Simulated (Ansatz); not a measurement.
# BeTe: the cell at several levels of theory

One table from this session's results is given with a row withheld; the runs are named, their logs left out.

The COD entry's cell or inner coordinates are ideal or old and differ from later refinements, so a difference from it is no clean test against experiment.

Code: Ansatz 0.2.0. PAW datasets, plane waves, zero pressure. Computed at 0 K without zero-point motion; spin polarisation is off.

### Starting point

It is cubic, F-43m (No. 216); conventional cell a = 5.540 Å, 21.25 Å³ an atom. Around Be lie 4 Te at 2.40 Å; around Te lie 4 Be at 2.40 Å.

Coordinates:

```
CELL_PARAMETERS angstrom
0.00000 2.77000 2.77000
2.77000 0.00000 2.77000
2.77000 2.77000 0.00000
ATOMIC_POSITIONS crystal
Be 0.00000 0.00000 0.00000
Te 0.25000 0.25000 0.25000
```

The first run:

input.yaml reads:

```yaml
crystal:
  lattice:
    - [0.0, 2.77, 2.77]
    - [2.77, 0.0, 2.77]
    - [2.77, 2.77, 0.0]
  atoms:
    - { symbol: Be, position: [0.0, 0.0, 0.0] }
    - { symbol: Te, position: [0.25, 0.25, 0.25] }
kpoints:
  mp_grid: { grid: [8, 8, 8] }
hamiltonian:
  xc: pbe
scf:
  occupations: { method: fermi_dirac, width: 0.02 }
relax:
  f_tol: 0.005
  cell: {}
output:
  write_density: true
  write_potential: true
  elf: true
  volumetric_format: npy
```

Launch:

```
> ansatz run input.yaml --threads 2 --pin off --max-ram 4608MiB --backend cpu --events-out ev --progress --plain --runs-dir out
```

Steps of the session up to this table: Relaxing with PBE; r2SCAN: cell and atoms; Relaxing with PBEsol; LDA: cell and atoms; HSE06: cell and atoms.

One table of the session follows, with a row left open; its other results are not shown here.

It belongs to the step «The cells side by side». 

```
 level  a (Å)  volume (Å³/atom)
   PBE      ?                 ?
r2SCAN  5.657            22.632
PBEsol  5.606            22.022
   LDA  5.555            21.426
 HSE06  5.631            22.323
```

Estimate the missing values for PBE.

The run gave: a (Å): 5.664; volume (Å³/atom): 22.710. In the column «a (Å)» it is the highest.

In words: From the start to the first minimum the volume moved by +6.9 %. LDA gives the smallest cell and PBE the largest; they differ by 6.0 % in volume, a mean of 2.0 % in length. The meshes differ: PBE 8×8×8, r2SCAN 8×8×8, PBEsol 8×8×8, LDA 8×8×8, HSE06 6×6×6.
